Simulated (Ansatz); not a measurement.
# As under changes of volume

One of the cells (19.764 Å³/atom); the others are scaled copies at fixed shape and fractional positions:

```
As
1.0
     2.70368    0.00000    0.00000
     0.00000    2.70368    0.00000
     0.00000    0.00000    2.70368
As
1
Direct
  0.50000 0.50000 0.50000
```

This isn't the form of As at room conditions, which is rhombohedral.

| Quantity | Value |
| --- | --- |
| Program | Ansatz 0.2.0 |
| Functional | PBE0 |
| Potentials or basis | Ansatz PAW |
| Cutoff | 420 eV (not typed: the program's choice for these potentials) |
| k mesh | 6 × 6 × 6 |
| Occupations | fermi-dirac, width 0.05 eV |
| Spin | no spin polarisation |

| volume (Å³/atom) | energy over the lowest point (meV/atom) | pressure (GPa) |
| --- | --- | --- |
| 18.578 | 11.97 | 4.8 |
| 18.973 | 3.18 | 2.4 |
| 19.368 | 0.00 | 0.2 |
| 19.764 | ? | ? |
| 20.159 | 8.05 | -3.4 |
| 20.554 | 15.64 | -0.9 |
| 20.949 | 19.90 | -2.6 |

Task: What does the run at 19.764 Å³/atom give?

Result: Energy over the lowest point 1.76 meV/atom; pressure -1.7 GPa.

Worked out: A Birch-Murnaghan fit of order 3 (a polynomial in V^(-2/3)) to the other rows has its minimum at 19.31 Å³/atom with B0 = V·E''(V) = 103 GPa (rough, since the energies scatter). It gives 3.18 meV/atom at 19.764 Å³/atom, against the run's 1.76, and -dE/dV = -1.8 GPa, against -1.7.

Energies are extrapolated to zero smearing.

Caveats: all runs use coarse meshes; the PAW data sets come from PBE, with cores solved anew for the run's functional, which leaves a small shift of forces and pressure; the thresholds are loose for stress.
